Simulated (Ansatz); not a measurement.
Au, DFT, PBE, PAW with Ansatz's default frozen-core files, scalar-relativistic (Ansatz 0.2.0), run on 4 threads of Arm Neoverse N1 on a shared host.

The geometry is COD entry 1545302, unchecked; take it as a test cell.

Command: `ansatz run input.yaml --threads 4 --pin off --max-ram 4096MiB --backend cpu --events-out ev --progress --plain --runs-dir out`

```yaml
crystal:
  lattice:
    - [2.9, 0.0, 0.0]
    - [-1.45, 2.511473671, 0.0]
    - [0.0, 0.0, 4.88]
  atoms:
    - { symbol: Au, position: [0.3333333333, 0.6666666667, 0.75] }
    - { symbol: Au, position: [0.6666666667, 0.3333333333, 0.25] }
kpoints:
  mp_grid: { grid: [9, 9, 5] }
scf:
  occupations: { method: fermi_dirac, width: 0.05 }
hamiltonian:
  xc: pbe
  pseudopotentials: { kind: paw }
output:
  forces: true
neb:
  images: 3
  f_tol: 0.05
  max_iterations: 40
  relax_end_points: true
  final_atoms:
    - { symbol: Au, position: [1.3333333333, 0.6666666667, 0.75] }
    - { symbol: Au, position: [0.6666666667, 0.3333333333, 0.25] }
```

Problem. How large is the problem that the program sets up?

Solution. 203 irreducible k-points, 701 plane waves at Γ, 23 bands.

Problem. About how long does it take, and how much memory does it use?

Solution. 3.9 min of wall time for 289 SCF iterations, with a peak of 1 GiB. Times on shared machines scatter by tens of per cent.
